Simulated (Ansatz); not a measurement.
Crystal: TiAl.

```xyz
2
Lattice="3.1791 0.0000 0.0000 0.0000 3.1791 0.0000 0.0000 0.0000 3.1791" Properties=species:S:1:pos:R:3 pbc="T T T"
Ti    0.0000    0.0000    0.0000
Al    1.5895    1.5895    1.5895
```

The cell comes from a database or a generator and needn't be the stable form of this composition.

- Program: Ansatz 0.2.0
- Task: relaxation of cell and atoms
- Functional: PBEsol
- Potentials or basis: Ansatz PAW
- Cutoff: 420 eV (not typed: the program's choice for these potentials)
- k mesh: 8 × 8 × 8
- Occupations: fermi-dirac, width 0.05 eV
- Spin: no spin polarisation

At the start: volume 16.06 Å³/atom.

How do energy, volume and symmetry change on relaxing?

It ends after 4 steps and the volume is 15.74 Å³/atom (-2.0 %); space group Pm-3m (No. 221, to 0.05 Å).

The path:
| step | energy change (eV) | largest force (eV/Å) | volume (Å³) |
| --- | --- | --- | --- |
| 1 | 0.0000 | 0.0000 | 32.13 |
| 2 | -0.0039 | 0.0000 | 31.13 |
| 3 | -0.0052 | 0.0000 | 31.47 |
| 4 | -0.0051 | 0.0000 | 31.47 |

Final structure:
```
Ti Al
1.0
     3.15732    0.00000    0.00000
     0.00000    3.15732    0.00000
     0.00000    0.00000    3.15732
Ti Al
1 1
Direct
  0.00000 0.00000 0.00000
  0.50000 0.50000 0.50000
```

Caveat: the plane-wave basis is chosen anew once the cell has moved, so the energies of steps on either side of that aren't comparable; the PAW data sets come from PBE, with cores solved anew for the run's functional, which leaves a small shift of forces and pressure.
